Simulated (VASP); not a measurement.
# Au (Fd-3m) in VASP: further runs

The runs below take Au through single point, with revPBE.

All numbers are computed with VASP 6.6.1; they aren't measurements. Logs are shortened: lines on timing, memory, paths and dates and some standing lists are left out, and cuts for length are marked.

### 1 The structure

It takes space group Fd-3m (No. 227, cubic). Conventional cell: a = 6.232 Å, b = 6.232 Å, c = 6.232 Å, α = 90.00°, β = 90.00°, γ = 90.00°. Around Au (site symmetry -43m) lie 4 Au at 2.70 Å.

This isn't the form of Au at room conditions, which is fcc.

### 2 Single point, revPBE

INCAR

```
SYSTEM = Au
PREC = Accurate ; ENCUT = 520
EDIFF = 1E-6 ; ISMEAR = -1
SIGMA = 0.1 ; LREAL = .False.
LASPH = .True. ; NELM = 100
ALGO = Normal ; ISIF = 2
LWAVE = .False. ; LCHARG = .True.
GGA = RE ; LELF = .True.
LVHAR = .True. ; NBANDS = 18
```

KPOINTS

```
Automatic mesh
0
Gamma
  14 14 14
  0 0 0
```

POSCAR

```
Au
1.0
    0.0000000000      3.1161209815      3.1161209815
    3.1161209815      0.0000000000      3.1161209815
    3.1161209815      3.1161209815      0.0000000000
Au
2
Direct
    0.1250000000      0.1250000000      0.1250000000
    0.8750000000      0.8750000000      0.8750000000
```

Potentials or basis: VASP PAW PBE potentials, release 64 (Au).

Run with:

```sh
$ cat potpaw_PBE.64/Au/POTCAR > POTCAR
$ mpirun -np 1 vasp_std > vasp.out
```

OUTCAR:

```text
SYSTEM = Au
   PREC = Accurate
   ENCUT = 520
   EDIFF = 1E-6
   ISMEAR = -1
   LREAL = .False.
   LASPH = .True.
   NELM = 100
   ISIF = 2
   GGA = RE

 ion  position               nearest neighbor table
   1  0.125  0.125  0.125-   2 2.70   2 2.70   2 2.70   2 2.70
   2  0.875  0.875  0.875-   1 2.70   1 2.70   1 2.70   1 2.70

  LATTYP: Found a face centered cubic cell.
 ALAT       =     6.2322419630

  Lattice vectors:

 A1 = (   0.0000000000,   3.1161209815,   3.1161209815)
 A2 = (   3.1161209815,   0.0000000000,   3.1161209815)
 A3 = (   3.1161209815,   3.1161209815,   0.0000000000)

Analysis of symmetry for initial positions (statically):
=====================================================================
 Subroutine PRICEL returns:
 Original cell was already a primitive cell.

 Routine SETGRP: Setting up the symmetry group for a
 face centered cubic supercell.

 Subroutine GETGRP returns: Found 48 space group operations
 (whereof 12 operations were pure point group operations)
 out of a pool of 48 trial point group operations.

The static configuration has the point symmetry D_3d.
 The point group associated with its full space group is O_h .

Analysis of symmetry for dynamics (positions and initial velocities):
=====================================================================
 Subroutine PRICEL returns:
 Original cell was already a primitive cell.

 Routine SETGRP: Setting up the symmetry group for a
 face centered cubic supercell.

 Subroutine GETGRP returns: Found 48 space group operations
 (whereof 12 operations were pure point group operations)
 out of a pool of 48 trial point group operations.

The dynamic configuration has the point symmetry D_3d.
 The point group associated with its full space group is O_h .

 Subroutine INISYM returns: Found 48 space group operations
 (whereof 12 operations are pure point group operations),
 and found     1 'primitive' translations

----------------------------------------------------------------------------------------

                                     Primitive cell

  volume of cell :      60.5164

  direct lattice vectors                    reciprocal lattice vectors
     0.000000000  3.116120981  3.116120981    -0.160455901  0.160455901  0.160455901
     3.116120981  0.000000000  3.116120981     0.160455901 -0.160455901  0.160455901
     3.116120981  3.116120981  0.000000000     0.160455901  0.160455901 -0.160455901

  length of vectors
     4.406860554  4.406860554  4.406860554     0.277917773  0.277917773  0.277917773

  position of ions in fractional coordinates (direct lattice)
     0.125000000  0.125000000  0.125000000
     0.875000000  0.875000000  0.875000000

  ion indices of the primitive-cell ions
   primitive index   ion index
                 1           1
                 2           2

----------------------------------------------------------------------------------------

 KPOINTS: Automatic mesh

Automatic generation of k-mesh.
 Grid dimensions read from file:
 generate k-points for:   14   14   14

 Generating k-lattice:

  Cartesian coordinates                     Fractional coordinates (reciprocal lattice)
    -0.011461136  0.011461136  0.011461136     0.071428571  0.000000000  0.000000000
     0.011461136 -0.011461136  0.011461136     0.000000000  0.071428571  0.000000000
     0.011461136  0.011461136 -0.011461136     0.000000000  0.000000000  0.071428571

  Length of vectors
     0.019851270  0.019851270  0.019851270

  Shift w.r.t. Gamma in fractional coordinates (k-lattice)
     0.000000000  0.000000000  0.000000000

 Subroutine IBZKPT returns following result:
 ===========================================

 Found    104 irreducible k-points:

 Following reciprocal coordinates:
            Coordinates               Weight
  0.000000  0.000000  0.000000      1.000000
  0.071429  0.000000  0.000000      8.000000
  0.142857  0.000000  0.000000      8.000000
  0.214286  0.000000  0.000000      8.000000
  0.285714  0.000000  0.000000      8.000000
  0.357143  0.000000  0.000000      8.000000
[... 16 lines left out ...]
  0.214286  0.142857  0.000000     24.000000
  0.285714  0.142857  0.000000     24.000000
 [... further k-points ...]
   k-points           NKPTS =    104   k-points in BZ     NKDIM =    104   number of bands    NBANDS=     18
   number of dos      NEDOS =    301   number of ions     NIONS =      2
   total plane-waves  NPLWV =  46656
   dimension x,y,z NGX =    36 NGY =   36 NGZ =   36
   dimension x,y,z NGXF=    72 NGYF=   72 NGZF=   72
   ions per type =               2
   NGX,Y,Z   is equivalent  to a cutoff of  13.58, 13.58, 13.58 a.u.
   NGXF,Y,Z  is equivalent  to a cutoff of  27.16, 27.16, 27.16 a.u.
 SYSTEM =  Au
   PREC   = accura    normal or accurate (medium, high low for compatibility)
   ISTART =      0    job   : 0-new  1-cont  2-samecut
   ICHARG =      2    charge: 1-file 2-atom 10-const
   ISPIN  =      1    spin polarized calculation?
   LNONCOLLINEAR =      F non collinear calculations
   LSORBIT =      F    spin-orbit coupling
   LASPH  =      T    aspherical Exc in radial PAW
   ENCUT  =  520.0 eV  38.22 Ry    6.18 a.u.   8.19  8.19  8.19*2*pi/ulx,y,z
   NELM   =    100;   NELMIN=  2; NELMDL= -5     # of ELM steps
   EDIFF  = 0.1E-05   stopping-criterion for ELM
   LREAL  =      F    real-space projection
   EDIFFG = 0.1E-04   stopping-criterion for IOM
   NSW    =      0    number of steps for IOM
   IBRION =     -1    ionic relax: 0-MD 1-quasi-New 2-CG
   NFREE  =      0    steps in history (QN), initial steepest desc. (CG)
   ISIF   =      2    stress and relaxation
   ISYM   =      2    0-nonsym 1-usesym 2-fastsym
   POTIM  = 0.5000    time-step for ionic-motion
   TEBEG  =    0.0;   TEEND  =   0.0 temperature during run
   PSTRESS=    0.0 pullay stress
   NELECT =      22.0000    total number of electrons
   NUPDOWN=      -1.0000    fix difference up-down
   EMIN   =  10.00;   EMAX   =-10.00  energy-range for DOS
   EFERMI =   0.00;   METHOD = LEGACY
   ISMEAR =    -1;   SIGMA  =   0.10  broadening in eV -4-tet -1-fermi 0-gaus
   EFERMI_NEDOS =   21; number of points for ismear=-14 and -15
   IALGO  =     38    algorithm
   IMIX   =      4    mixing-type and parameters
     AMIX     =   0.40;   BMIX     =  1.00
     AMIX_MAG =   1.60;   BMIX_MAG =  1.00
  volume/ion in A,a.u.               =      30.26       204.19
  Fermi-wavevector in a.u.,A,eV,Ry     =   1.168400  2.207955 18.574098  1.365158
  Thomas-Fermi vector in A             =   2.304887
   LORBIT       =      0    0 simple, 1 ext, 2 COOP (PROOUT), +10 PAW based schemes
   GGA     = RE    functional components
   LHFCALC =     F    Hartree Fock is set to
   AEXX    =    0.0000 exact exchange contribution
   IVDW    =     0    specifies the selected vdW correction
   LEPSILON=     F    determine dielectric tensor
   LRPA    =     F    only Hartree local field effects (RPA)
 non-spin polarized calculation
  energy-cutoff  :      520.00
  volume of cell :       60.52
 maximum number of plane-waves:      1660
 NGX is ok and might be reduce to    36
   NGX = 17   NGY = 17   NGZ = 17

 number of electron      22.0000003 magnetization

 Free energy of the ion-electron system (eV)
  ---------------------------------------------------
  ext. energy  EPLUGINS =         0.00000000
  ---------------------------------------------------
  free energy    TOTEN  =        -4.25562031 eV

  energy without entropy =       -4.23072497  energy(sigma->0) =       -4.24317264

 E-fermi :   2.6205     XC(G=0):  -8.9458

 val. band max:        2.5723909259   @ k =  -0.4286   0.1429   0.0000
 cond. band min:       2.6635849886   @ k =  -0.4286   0.2143   0.0000
 fundamental gap:      0.0911940627
 Fermi energy:         2.6204614933

 k-point     1 :       0.0000    0.0000    0.0000
  band No.  band energies     occupation
      1      -3.0508      2.00000
      2      -1.2841      2.00000
      3      -1.2841      2.00000
      4      -1.2841      2.00000
      5      -1.2767      2.00000
      6      -1.2767      2.00000
[... 10 lines left out ...]
     17      12.9298      0.00000
     18      12.9298      0.00000

 k-point     2 :       0.0714    0.0000    0.0000
  band No.  band energies     occupation
      1      -2.9944      2.00000
      2      -1.3701      2.00000
      3      -1.3701      2.00000
      4      -1.2886      2.00000
      5      -1.1747      2.00000
      6      -1.1747      2.00000
[... 10 lines left out ...]
     17      13.2562      0.00000
     18      13.2562      0.00000

 k-point     3 :       0.1429    0.0000    0.0000
  band No.  band energies     occupation
      1      -2.8318      2.00000
      2      -1.4329      2.00000
      3      -1.4329      2.00000
      4      -1.3011      2.00000
      5      -1.0708      2.00000
      6      -1.0708      2.00000
[... 10 lines left out ...]
     17      13.7537      0.00000
     18      13.7537      0.00000

 k-point     4 :       0.2143    0.0000    0.0000
  band No.  band energies     occupation
      1      -2.5856      2.00000
      2      -1.4640      2.00000
      3      -1.4640      2.00000
      4      -1.3186      2.00000
      5      -0.9921      2.00000
      6      -0.9921      2.00000
[... 375 lines left out ...]
      4      -1.2994      2.00000
      5      -1.1581      2.00000
      6      -0.9338      2.00000
[... 10 lines left out ...]
     17      14.9415      0.00000
     18      14.9556      0.00000

 k-point    23 :       0.2143    0.1429    0.0000
  band No.  band energies     occupation
      1      -2.5652      2.00000
      2      -1.6097      2.00000
      3      -1.3228      2.00000
      4      -1.3137      2.00000
      5      -1.0790      2.00000
      6      -0.8433      2.00000
[... 10 lines left out ...]
     17      14.5243      0.00000
     18      15.4619      0.00000

 k-point    24 :       0.2857    0.1429    0.0000
  band No.  band energies     occupation
      1      -2.3100      2.00000
      2      -1.6273      2.00000
      3      -1.3427      2.00000
      4      -1.3400      2.00000
      5      -1.0069      2.00000
      6      -0.7703      2.00000
[... 10 lines left out ...]
     17      14.0944      0.00000
     18      15.5222      0.00000

 [... further k-points ...]
[... 5 lines left out ...]
  --------------------------------------------------------------------------------------
  -------------------------------------------------------------------------------------
  Total        0.0037800      0.0037800      0.0037800     -0.0000000     -0.0000000     -0.0000000
  in kB        0.1000771      0.1000771      0.1000771     -0.0000000     -0.0000000     -0.0000000
  external PRESSURE =       0.1000771 kB  Pullay stress =       0.0000000 kB

 VOLUME and BASIS-vectors are now :
 -----------------------------------------------------------------------------
  energy-cutoff  :      520.00
  volume of cell :       60.52
      direct lattice vectors                 reciprocal lattice vectors
     0.000000000  3.116120981  3.116120981    -0.160455901  0.160455901  0.160455901
     3.116120981  0.000000000  3.116120981     0.160455901 -0.160455901  0.160455901
     3.116120981  3.116120981  0.000000000     0.160455901  0.160455901 -0.160455901

 POSITION                                       TOTAL-FORCE (eV/Angst)
 -----------------------------------------------------------------------------------
      0.77903      0.77903      0.77903         0.000000      0.000000     -0.000000
      5.45321      5.45321      5.45321        -0.000000     -0.000000      0.000000
 -----------------------------------------------------------------------------------
    total drift:                                0.000000      0.000000      0.000000

  FREE ENERGIE OF THE ION-ELECTRON SYSTEM (eV)
  ---------------------------------------------------
  free  energy   TOTEN  =        -4.2556203096 eV

  energy  without entropy=       -4.2307249683  energy(sigma->0) =       -4.24317264
```

Wall time 77 s (1 thread of Intel Xeon Platinum 8488C (Sapphire Rapids), shared host); peak memory 0.25 GiB.

Results:

```
Free energy            : -4.2556 eV
Pressure               : 0.0 GPa
Band gap on the k mesh : none (metal or under the smearing width)
```

Caveat: the PAW data sets were made with another functional, which shifts forces and pressure a little. The run has no spin-orbit coupling, so splittings on Au are missing.

### 3 Single point, revPBE

This run uses another cell than the first one, of 29.05 Å³/atom, 0.960 times its volume.

INCAR

```
SYSTEM = Au
PREC     = Accurate       ! precision mode
ENCUT    = 520            ! plane-wave cutoff, eV
EDIFF    = 1E-6           ! SCF threshold, eV
ISMEAR   = -1             ! smearing method
SIGMA    = 0.1            ! smearing width, eV
LREAL    = .False.        ! projectors in reciprocal space
LASPH    = .True.         ! aspherical terms in the spheres
NELM     = 100            ! most SCF steps
ALGO     = Normal         ! electronic algorithm
ISIF     = 2              ! what is computed and relaxed
LWAVE    = .False.        ! write WAVECAR
LCHARG   = .True.         ! write CHGCAR
GGA      = RE             ! functional
LELF     = .True.         ! ELF
LVHAR    = .True.       
NBANDS   = 18             ! bands
```

KPOINTS is that of step 2.

POSCAR

```
Au
1.0
    0.0000000000      3.0740060759      3.0740060759
    3.0740060759      0.0000000000      3.0740060759
    3.0740060759      3.0740060759      0.0000000000
Au
2
Direct
    0.1250000000      0.1250000000      0.1250000000
    0.8750000000      0.8750000000      0.8750000000
```

Potentials or basis: VASP PAW PBE potentials, release 64 (Au).

Run with:

```sh
$ cat potpaw_PBE.64/Au/POTCAR > POTCAR
$ mpirun -np 1 vasp_std > vasp.out
```

Run time: 55 s. Hardware: 1 thread of Intel Xeon Platinum 8488C (Sapphire Rapids), shared host; peak memory 0.23 GiB.

Results (log left out):

```yaml
Free_energy: -4.2395 eV
Pressure: 2.1 GPa
Band_gap_on_the_k_mesh: none (metal or under the smearing width)
```

Levels at points of the mesh, in eV from the Fermi level:
| k point | band 9 | band 10 | band 11 | band 12 | band 13 | band 14 |
| --- | --- | --- | --- | --- | --- | --- |
| (0.00, 0.00, 0.00) | -2.29 | -1.32 | -1.32 | 8.51 | 9.48 | 9.48 |
| (0.50, 0.00, 0.00) | -1.44 | -1.44 | -0.74 | -0.42 | 6.72 | 6.72 |
| (0.50, 0.50, 0.00) | -1.28 | -1.28 | 0.24 | 0.24 | 3.77 | 3.77 |

Caveat: the PAW data sets were made with another functional, which shifts forces and pressure a little.

[end of part 1 of 2]
